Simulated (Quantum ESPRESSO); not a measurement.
Ge: zone-centre phonons under several settings

```
Ge
1.0
     3.99759    0.00000    0.00000
    -1.99879    3.46201    0.00000
     0.00000    0.00000    6.59938
Ge
4
Cartesian
  0.0000 2.3080 6.1843
  1.9988 1.1540 2.8846
  0.0000 2.3080 3.7148
  1.9988 1.1540 0.4151
```

This isn't the form of Ge at room conditions, which is diamond.

All runs used Quantum ESPRESSO 7.5; k mesh 6 × 6 × 2, shifted; relaxed cell; no spin polarisation; cutoff 612 eV; occupations fermi-dirac, width 0.05 eV.

| level | potentials | volume (Å³/atom) | highest optical mode without the field (cm⁻¹) |
| --- | --- | --- | --- |
| PBEsol | GBRV 1.5 PBEsol | 22.72 | 292 |
| LDA | GBRV 1.5 LDA | ? | ? |

Problem. What stands in the row left open?

Solution. Volume 22.10 Å³/atom; highest optical mode without the field 297 cm⁻¹.

Caveats: all runs use coarse meshes; the mesh is thin for the phonons of a metal.

For the row left open. Caveat: the k mesh is coarse (spacing up to 0.48 Å⁻¹), so the values aren't converged; the mesh is thin for the phonons of a metal.
